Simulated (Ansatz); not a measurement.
This is a one-shot G0W0 calculation with the PAW code Ansatz on CdTe (zincblende); the level of theory is G0W0@HSE06 with 386 empty bands, a screening cutoff of 180 eV and a 4×4×4 mesh. Cell and atoms come from a relaxation with r2SCAN.

The input:
```yaml
crystal:
  lattice:
    - [0.0, 3.2799551162, 3.2799551162]
    - [3.2799551162, 0.0, 3.2799551162]
    - [3.2799551162, 3.2799551162, 0.0]
  atoms:
    - { symbol: Cd, position: [0.0, 0.0, 0.0] }
    - { symbol: Te, position: [0.25, 0.25, 0.25] }
kpoints:
  mp_grid: { grid: [4, 4, 4] }
hamiltonian:
  xc: hse06
scf:
  occupations: { method: fixed }
gw:
  n_empty_bands: 386
  ecut_chi: 180
  qp_bands: [v2, c2]
  qp_kpoints: band_edges
  screening: { model: contour_deformation }
```

Abridged output:
```
Pseudopotential: Cd, paw, valence charge 20, recommended cutoff 420 eV (normal)
Pseudopotential: Te, paw, valence charge 16, recommended cutoff 420 eV (normal)
Functional definition: HSE06
Crystal: 2 atoms, lattice volume = 70.572 Å³
Basis set: ecut = 420 eV, 1411 PW (Γ)
Bands: 22, of which v1, the nominal top of the filled ones, is band 18 counted from 1 (17 counted from 0)
Symmetry: 24 space group operations
Space group: F-43m (ITA 216)
k-points: 8 of 64 (time reversal used)
Exchange kernel: α = 0.2500, screened, ω = 0.2079 Å⁻¹, Wigner–Seitz truncation, v(0) = 1040.8753 eV·Å³, q-mesh 4×4×4
hybrid outer 1: dexx = +8.837e-3 eV, tail = 7.13e-5 eV
hybrid outer 2: dexx = +3.245e-7 eV, tail = 8.49e-8 eV, Δε = 2.32e-3 eV
hybrid SCF converged: 2 outer / 9 inner (+2 warm-up)
Free energy (F): -15243.593229 eV
Fermi energy:    6.484965 eV
--- Per-component energies (eV) ---
  E_band       = -893.928999
  E_kinetic    = 685.814709
  E_local      = -5501.526083
  E_nonlocal   = -277.131589
  E_hartree    = 2770.884666
  E_xc         = -240.875655
  E_vxc        = -258.824651
  E_exx        = -133.461235
  E_paw        = -8682.145605
  E_vpaw       = -817.112055
  E_ewald      = -3864.369554
  E_core_change = -0.782715
--- Band table (eV; the first three rows and the last of 8) ---
  k-point 0: bands = […, -3.0530, -2.8155, -2.8155, 6.4850, 6.4850, 6.4850, 8.0118, 11.9692]
  k-point 1: bands = […, -2.8191, -2.8160, -2.8160, 3.7449, 6.0626, 6.0626, 9.2560, 12.5272]
  k-point 2: bands = […, -2.8091, -2.8091, -2.3856, 1.9719, 5.7127, 5.7127, 9.0947, 12.5457]
  k-point 7: bands = […, -2.8423, -2.8142, -2.1379, 2.2308, 4.1362, 4.3134, 11.5996, 11.9125]
--- G₀W₀: contour deformation, 7 samples at zero and on the imaginary axis and 2 off it, 64 q-points, 386 empty bands' worth ---
    ik  band        ε_KS         Σx   Σc(E_QP)       V_xc       Z   E_QP_lin       E_QP  E_QP is
     0    17      6.4850   -17.4797     1.2122   -15.8953  0.7752     6.1095     6.1128  root
     0    18      6.4850   -17.4797     1.2122   -15.8953  0.7752     6.1095     6.1128  root
     0    19      8.0118    -8.8412    -3.8289   -12.5307  0.7969     7.8727     7.8723  root
     0    20     11.9692    -6.2769    -3.9784   -10.1562  0.7818    11.8703    11.8700  root
     1    17      6.0626   -16.9449     1.2908   -15.2693  0.7723     5.6741     5.6778  root
     1    18      6.0626   -16.9449     1.2908   -15.2693  0.7723     5.6741     5.6778  root
     1    19      9.2560    -8.2986    -3.8433   -12.0321  0.7913     9.1465     9.1462  root
     1    20     12.5272    -6.3505    -4.0901   -10.3283  0.7751    12.4151    12.4148  root
     2    17      5.7127   -16.6030     1.3820   -14.8265  0.7692     5.3142     5.3182  root
     2    18      5.7127   -16.6030     1.3820   -14.8265  0.7692     5.3142     5.3182  root
     2    19      9.0947    -7.9220    -3.7835   -11.6006  0.7937     8.9900     8.9897  root
     2    20     12.5457    -6.0799    -4.0054    -9.9610  0.7775    12.4219    12.4215  root
     3    17      5.4094   -16.1975     1.4338   -14.3660  0.7669     5.0075     5.0117  root
     3    18      5.4094   -16.1975     1.4338   -14.3660  0.7669     5.0075     5.0117  root
     3    19     10.2334    -8.6042    -3.9266   -12.4605  0.7837    10.1632    10.1631  root
     3    20     10.5919    -5.8973    -3.7193    -9.4100  0.7940    10.3862    10.3853  root
     6    17      4.6169   -15.5062     1.6591   -13.4388  0.7572     4.2037     4.2086  root
     6    18      4.6169   -15.5062     1.6591   -13.4388  0.7572     4.2037     4.2086  root
     6    19      9.8443    -5.4223    -3.4844    -8.6934  0.8006     9.6319     9.6310  root
     6    20      9.9472    -7.5831    -3.7037   -11.1905  0.7907     9.8511     9.8508  root
```

The rows of the band table are 0: (0, 0, 0) = Γ, 1: (0, 0, 1/4), 2: (0, 0, -1/2), 7: (1/4, -1/2, -1/4).

The points are ik 0 = (0, 0, 0) (Γ), ik 1 = (0, 0, 1/4), ik 2 = (0, 0, -1/2), ik 3 = (0, 1/4, 1/4), ik 6 = (0, -1/2, -1/2); band 18 is the last filled one.

Over the mesh points the HSE06 gap of 1.53 eV becomes a quasiparticle gap of 1.76 eV (direct at Γ), a change of +0.23 eV. Renormalisation factors Z lie between 0.76 and 0.80. G0W0 here is at a finite number of bands, screening cutoff and k mesh, not at the basis limit.

Calculated for a static, non-magnetic cell.

No spin-orbit coupling is included; it can move band edges with weight on the heavy atoms by tenths of an eV.

With a shallow d shell on the cation, G0W0 converges slowly in bands and cutoff, so these values are in doubt.
